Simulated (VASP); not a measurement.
# C (Fd-3m) in VASP: notebook, part 2 of 2

VASP 6.6.1.

### 4 G0W0 quasiparticle levels, PBE

File POSCAR:

```
C
1.0
    0.0000000000      1.7833700000      1.7833700000
    1.7833700000      0.0000000000      1.7833700000
    1.7833700000      1.7833700000      0.0000000000
C
2
Direct
    0.7500000000      0.7500000000      0.7500000000
    0.5000000000      0.5000000000      0.5000000000
```

File INCAR.step1:

```
PREC = Accurate ; ENCUT = 450
EDIFF = 1E-8 ; ISMEAR = 0
SIGMA = 0.01 ; LREAL = False
LASPH = True ; NELM = 100
ALGO = Normal ; LWAVE = True
LCHARG = False ; GGA = PE
```

File INCAR.step2:

```
PREC = Accurate ; ENCUT = 450
EDIFF = 1E-8 ; ISMEAR = 0
SIGMA = 0.01 ; LREAL = False
LASPH = True ; NELM = 1
ALGO = Exact ; LWAVE = True
LCHARG = False ; GGA = PE
NBANDS = 16 ; LOPTICS = True
ISTART = 1
```

File INCAR.step3:

```
PREC = Accurate ; ENCUT = 450
EDIFF = 1E-8 ; ISMEAR = 0
SIGMA = 0.01 ; LREAL = False
LASPH = True ; ALGO = EVGW0
LWAVE = False ; LCHARG = False
GGA = PE ; NELMGW = 1
NBANDS = 16 ; ENCUTGW = 260
NOMEGA = 48 ; PRECFOCK = Fast
ISTART = 1 ; NBANDSGW = 12
```

File KPOINTS:

```
Automatic mesh
0
Gamma
  3 3 3
```

Potentials or basis: VASP PAW PBE potentials, release 64 (C_GW).

Launch:

```console
> cat potpaw_PBE.64/C_GW/POTCAR > POTCAR
> cp INCAR.step1 INCAR
> mpirun -np 1 vasp_std > vasp.out
> cp INCAR.step2 INCAR
> mpirun -np 1 vasp_std > vasp.out
> cp INCAR.step3 INCAR
> mpirun -np 1 vasp_std > vasp.out
```

OUTCAR:

```text
PREC = Accurate
   ENCUT = 450
   EDIFF = 1E-8
   ISMEAR = 0
   LREAL = False
   LASPH = True
   GGA = PE
   NELMGW = 1
   ENCUTGW = 260
   PRECFOCK = Fast
   ISTART = 1

 Found      4 irreducible k-points:

 Following reciprocal coordinates:
            Coordinates               Weight
  0.000000  0.000000  0.000000      1.000000
  0.333333  0.000000  0.000000      8.000000
  0.333333  0.333333  0.000000      6.000000
 -0.333333  0.333333  0.000000     12.000000
   k-points           NKPTS =      4   k-points in BZ     NKDIM =     27   number of bands    NBANDS=     16
   number of dos      NEDOS =    301   number of ions     NIONS =      2
   total plane-waves  NPLWV =   5832
   dimension x,y,z NGX =    18 NGY =   18 NGZ =   18
   dimension x,y,z NGXF=    36 NGYF=   36 NGZF=   36
   ions per type =               2
   NGX,Y,Z   is equivalent  to a cutoff of  11.86, 11.86, 11.86 a.u.
   NGXF,Y,Z  is equivalent  to a cutoff of  23.73, 23.73, 23.73 a.u.
 SYSTEM =  unknown system
   PREC   = accura    normal or accurate (medium, high low for compatibility)
   ISTART =      1    job   : 0-new  1-cont  2-samecut
   ICHARG =      0    charge: 1-file 2-atom 10-const
   ISPIN  =      1    spin polarized calculation?
   LNONCOLLINEAR =      F non collinear calculations
   LSORBIT =      F    spin-orbit coupling
   LASPH  =      T    aspherical Exc in radial PAW
   ENCUT  =  450.0 eV  33.07 Ry    5.75 a.u.   4.36  4.36  4.36*2*pi/ulx,y,z
   NELM   =     60;   NELMIN=  2; NELMDL=  0     # of ELM steps
   EDIFF  = 0.1E-07   stopping-criterion for ELM
   LREAL  =      F    real-space projection
   EDIFFG = 0.1E-06   stopping-criterion for IOM
   NSW    =      0    number of steps for IOM
   IBRION =     -1    ionic relax: 0-MD 1-quasi-New 2-CG
   NFREE  =      0    steps in history (QN), initial steepest desc. (CG)
   ISIF   =      0    stress and relaxation
   ISYM   =      3    0-nonsym 1-usesym 2-fastsym
   POTIM  = 0.5000    time-step for ionic-motion
   TEBEG  =    0.0;   TEEND  =   0.0 temperature during run
   PSTRESS=    0.0 pullay stress
   NELECT =       8.0000    total number of electrons
   NUPDOWN=      -1.0000    fix difference up-down
   EMIN   =  10.00;   EMAX   =-10.00  energy-range for DOS
   EFERMI =   0.00;   METHOD = LEGACY
   ISMEAR =     0;   SIGMA  =   0.01  broadening in eV -4-tet -1-fermi 0-gaus
   EFERMI_NEDOS =   21; number of points for ismear=-14 and -15
   IALGO  =     38    algorithm
   IMIX   =      4    mixing-type and parameters
     AMIX     =   0.40;   BMIX     =  1.00
     AMIX_MAG =   1.60;   BMIX_MAG =  1.00
  volume/ion in A,a.u.               =       5.67        38.28
  Fermi-wavevector in a.u.,A,eV,Ry     =   1.457203  2.753714 28.891161  2.123440
  Thomas-Fermi vector in A             =   2.574032
   LORBIT       =      0    0 simple, 1 ext, 2 COOP (PROOUT), +10 PAW based schemes
   GGA     = PE    functional components
   LHFCALC =     T    Hartree Fock is set to
   PRECFOCK=fast      Normal, Fast or Accurate (Low or Medium for compatibility)
   ENCUT4O =  -1.0   cutoff for four orbital integrals eV
   NKREDX  =     1    reduce k-point grid by
   NKREDY  =     1    reduce k-point grid by
   NKREDZ  =     1    reduce k-point grid by
   AEXX    =    1.0000 exact exchange contribution
   HFSCREEN=    0.0000 screening length (either q_TF or 0.3 A-1)
   HFSCREENC=   0.0000 screening length for correlation (either q_TF or 0.3 A-1)
   ENCUTFOCK=  -1.0 apply spherical cutoff to Coloumb kernel
   IVDW    =     0    specifies the selected vdW correction
   LEPSILON=     F    determine dielectric tensor
   LRPA    =     F    only Hartree local field effects (RPA)
   LRPAFORCE           =     F    calculate RPA forces
   ENCUTGW             = 260.0    cutoff for response function in eV
   ENCUTGWSOFT         = 208.0    soft cutoff for Coulomb kernel in GW response function in eV
   ENCUTLF             =  -1.0    cutoff for local field effects
   NELMGW              =     1    number of iterations in solving QP/BSE equation
   NELMHF              =     1    number of iterations in the inner HF iteration
   NKREDLFX            =     1    NKREDLFY  =   1   NKREDLFZ  =   1
 non-spin polarized calculation
 Gauss-broadening in eV      SIGMA  =   0.01
  energy-cutoff  :      450.00
  volume of cell :       11.34
 maximum number of plane-waves:       259
 NGX is ok and might be reduce to    18
  NGX = 10; NGY = 10; NGZ = 10
   NGX =  9   NGY =  9   NGZ =  9
 maximum number of plane-waves:       113

 QP shifts <psi_nk| G(iteration)W_0 |psi_nk>: iteration 1
 for sc-GW calculations column KS-energies equals QP-energies in previous step
 and V_xc(KS)=  KS-energies - (<T + V_ion + V_H > + <T+V_H+V_ion>^1  + <V_x>^1)

 k-point   1 :       0.0000    0.0000    0.0000
  band No.  KS-energies  QP-energies   sigma(KS)   V_xc(KS)     V^pw_x(r,r')   Z            occupation Imag(sigma)

      1     -11.6473     -12.9004     -16.4347     -14.7556     -25.3472       0.7463       2.0000       1.6105
      2       9.8679       9.9291     -16.7427     -16.8171     -19.9899       0.8214       2.0000       0.1136
      3       9.8679       9.9291     -16.7427     -16.8171     -19.9899       0.8214       2.0000       0.1136
      4       9.8679       9.9291     -16.7427     -16.8171     -19.9899       0.8214       2.0000       0.1136
      5      15.4341      17.2598     -13.2641     -15.5106      -8.7983       0.8127       0.0000      -0.1267
      6      15.4341      17.2598     -13.2641     -15.5106      -8.7983       0.8127       0.0000      -0.1267
      7      15.4341      17.2598     -13.2641     -15.5106      -8.7983       0.8127       0.0000      -0.1267
      8      23.1878      24.8646     -14.1931     -16.3713      -7.5094       0.7698       0.0000      -0.3436
      9      29.1228      30.0997     -10.5786     -11.7768      -4.2105       0.8152       0.0000      -0.4543
     10      36.3294      38.6614     -11.0707     -13.8641      -5.7988       0.8348       0.0000      -0.5732
     11      36.3294      38.6614     -11.0707     -13.8641      -5.7988       0.8348       0.0000      -0.5732
     12      37.3230      38.9317      -9.5090     -11.4342      -3.1747       0.8356       0.0000      -1.1101

 k-point   2 :       0.3333    0.0000    0.0000
  band No.  KS-energies  QP-energies   sigma(KS)   V_xc(KS)     V^pw_x(r,r')   Z            occupation Imag(sigma)

      1      -8.6289      -9.7609     -16.5041     -15.0095     -24.6269       0.7574       2.0000       1.1882
      2       0.4696      -0.1966     -16.2024     -15.3535     -21.4005       0.7849       2.0000       0.2933
      3       7.5428       7.4423     -16.5748     -16.4522     -20.2433       0.8199       2.0000       0.1340
      4       7.5428       7.4423     -16.5748     -16.4522     -20.2433       0.8199       2.0000       0.1340
      5      18.1214      20.0579     -13.0634     -15.4507      -8.1198       0.8111       0.0000      -0.1574
      6      18.1214      20.0579     -13.0634     -15.4507      -8.1198       0.8111       0.0000      -0.1574
      7      18.4168      19.9927     -13.6845     -15.6419      -8.5146       0.8051       0.0000      -0.1720
      8      25.1074      26.9526     -12.6110     -14.9668      -5.9266       0.7833       0.0000      -0.3908
      9      30.7909      32.1720     -11.2121     -12.9350      -4.4913       0.8016       0.0000      -0.5726
     10      33.0309      34.8835     -10.8346     -13.0677      -5.0454       0.8296       0.0000      -0.5753
     11      33.0309      34.8835     -10.8346     -13.0677      -5.0454       0.8296       0.0000      -0.5753
     12      35.1274      36.7667     -11.2245     -13.3115      -3.9894       0.7855       0.0000      -0.8324

 k-point   3 :       0.3333    0.3333    0.0000
  band No.  KS-energies  QP-energies   sigma(KS)   V_xc(KS)     V^pw_x(r,r')   Z            occupation Imag(sigma)

      1      -7.6236      -8.7360     -16.5064     -15.0716     -24.3425       0.7754       2.0000       1.0870
      2       2.6743       2.0999     -16.9349     -16.2088     -21.8302       0.7911       2.0000       0.2310
      3       4.5424       4.2026     -16.2868     -15.8618     -20.5574       0.7996       2.0000       0.1747
      4       4.5424       4.2026     -16.2868     -15.8618     -20.5574       0.7996       2.0000       0.1747
      5      13.9803      15.2659     -12.6182     -14.1743      -8.1934       0.8262       0.0000      -0.1230
      6      17.5557      18.7749     -11.6426     -13.1240      -6.5909       0.8230       0.0000      -0.1527
      7      23.9194      26.2598     -13.6363     -16.6162      -7.4123       0.7854       0.0000      -0.3238
      8      23.9194      26.2598     -13.6363     -16.6162      -7.4123       0.7854       0.0000      -0.3238
      9      31.1641      33.0924     -13.0790     -15.5517      -5.9042       0.7798       0.0000      -0.7044
     10      33.0659      34.8918     -11.6899     -14.0015      -4.4506       0.7899       0.0000      -0.7091
     11      41.5289      44.2915     -10.6395     -13.8928      -5.1706       0.8492       0.0000      -1.0218
     12      44.4728      46.4703     -10.0406     -12.5072      -3.1983       0.8098       0.0000      -1.3218

 k-point   4 :      -0.3333    0.3333    0.0000
  band No.  KS-energies  QP-energies   sigma(KS)   V_xc(KS)     V^pw_x(r,r')   Z            occupation Imag(sigma)

      1      -4.2127      -5.2009     -16.9225     -15.6623     -23.8906       0.7841       2.0000       0.7208
      2      -1.0910      -1.8847     -16.6882     -15.6693     -22.6185       0.7790       2.0000       0.4212
      3       0.4601      -0.1727     -15.5271     -14.7311     -20.4133       0.7950       2.0000       0.2696
      4       5.1713       4.8669     -16.3946     -16.0176     -20.5476       0.8077       2.0000       0.1672
      5      16.1747      17.5059     -12.2173     -13.8331      -7.4417       0.8238       0.0000      -0.1381
      6      22.7827      25.0812     -13.3533     -16.2645      -7.3004       0.7895       0.0000      -0.2914
      7      23.3949      25.4499     -13.1914     -15.8044      -6.9698       0.7864       0.0000      -0.3090
      8      24.8609      26.9681     -13.5589     -16.2715      -6.8366       0.7768       0.0000      -0.3930
      9      26.7823      28.3706     -11.8322     -13.7675      -6.2290       0.8207       0.0000      -0.3065
     10      33.5173      35.3633     -10.7198     -12.9221      -5.2095       0.8382       0.0000      -0.5395
     11      34.6985      36.8522     -12.4041     -15.1757      -4.6899       0.7770       0.0000      -0.8777
     12      43.6201      45.4230      -9.8474     -12.0205      -3.2034       0.8296       0.0000      -1.2665
```

Wall time 3.7 s (1 thread of AMD EPYC 9R45 (Zen 5), shared host); peak memory 0.1 GiB.

The run converged, but some of its settings lie outside the range that counts as converged, so its numbers aren't taken as properties of the crystal.

What came out:

```
Band gap on the k mesh, mean-field level : 4.11 eV, indirect (least direct gap 5.57 eV)
Quasiparticle gap                        : 5.34 eV
Least direct quasiparticle gap           : 7.33 eV
```

Caveat: the k mesh is coarse (spacing up to 1.02 Å⁻¹), so the values aren't converged; the cutoff is under 1.25 times the usual one of these potentials, so pressure, stress and relaxed cells hold a basis-set (Pulay) error; bands, screening cutoff and mesh are small and nothing is extrapolated, so the quasiparticle values aren't converged; an odd mesh through Γ misses points on the zone boundary, where band edges often lie.

### 5 The reference run

An earlier run on the cell as given: functional PBE; potentials or basis VASP PAW PBE potentials, release 64 (C); cutoff 520 eV; k mesh 13 × 13 × 13; occupations fermi-dirac, width 0.05 eV; no spin polarisation.

- Pressure: 2.5 GPa
- Band gap on the k mesh: 4.14 eV, indirect (least direct gap 5.59 eV)
